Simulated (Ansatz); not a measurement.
Crystal: MnO2.

```
Mn O
1.0
     2.85658    0.00000    0.00000
    -1.42829    2.47387    0.00000
     0.00000    0.00000    4.60137
Mn O
1 2
Direct
  0.00000 0.00000 0.50000
  0.33333 0.66667 0.70629
  0.66667 0.33333 0.29371
```

Measurements of this composition are mostly on another form, of space group No. 136.

Base run:

| Item | Value |
| --- | --- |
| Program | Ansatz 0.2.0 |
| Functional | PBEsol |
| Potentials or basis | Ansatz PAW |
| Cutoff | 420 eV (not typed: the program's choice for these potentials) |
| k mesh | 11 × 11 × 6 |
| Occupations | fermi-dirac, width 0.05 eV |
| Spin | collinear spin, ferromagnetic start |
| Starting moments | [4.0, 0.0, 0.0] μB |

Its results: band gap on the k mesh 0.73 eV, indirect (least direct gap 0.79 eV); pressure -2.2 GPa; net moment 3.00 μB per cell; site moments Mn +2.49; O +0.05 μB; largest force 0.164 eV/Å.

Q: The run is repeated on the same cell with these changes: functional from PBEsol to PBE. What comes out?

A: Band gap on the k mesh 0.85 eV, indirect (least direct gap 0.90 eV); pressure 4.8 GPa; net moment 3.00 μB per cell; site moments Mn +2.49; O +0.05 μB; largest force 0.218 eV/Å.

PBE binds less tightly than PBEsol, so the same cell stands under more pressure.

Caveats: a cell with one magnetic atom can't hold antiferromagnetic order, which such compounds often take; the PAW data sets come from PBE, with cores solved anew for the run's functional, which leaves a small shift of forces and pressure (some runs).
